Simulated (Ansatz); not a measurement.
# SnTe under changes of volume

One of the cells (31.281 Å³/atom); the others are scaled copies at fixed shape and fractional positions:

```
CELL_PARAMETERS angstrom
0.00000 3.15085 3.15085
3.15085 0.00000 3.15085
3.15085 3.15085 0.00000
ATOMIC_POSITIONS crystal
Te 0.50000 0.50000 0.50000
Sn 0.00000 0.00000 0.00000
```

```yaml
Program: Ansatz 0.2.0
Functional: revPBE
Dispersion: D3(BJ)
Potentials_or_basis: Ansatz PAW
Cutoff: "420 eV (not typed: the program's choice for these potentials)"
k_mesh: 7 × 7 × 7
Occupations: fermi-dirac, width 0.05 eV
Spin: no spin polarisation
```

```csv
volume (Å³/atom),energy over the lowest point (meV/atom),pressure (GPa)
29.404,9.56,2.4
30.030,2.66,1.2
30.656,0.00,0.2
31.281,1.14,-0.7
31.907,?,?
32.532,13.11,-2.2
33.158,22.94,-2.7
```

Task: What does the run at 31.907 Å³/atom give?

Result: Energy over the lowest point 5.65 meV/atom; pressure -1.6 GPa.

Worked out: A Birch-Murnaghan fit of order 3 (a polynomial in V^(-2/3)) to the other rows has its minimum at 30.76 Å³/atom with B0 = V·E''(V) = 47 GPa and B' = 5.7. It gives 5.69 meV/atom at 31.907 Å³/atom, against the run's 5.65, and -dE/dV = -1.5 GPa, against -1.6.

Energies are extrapolated to zero smearing.

Caveats: the PAW data sets come from PBE, with cores solved anew for the run's functional, which leaves a small shift of forces and pressure.
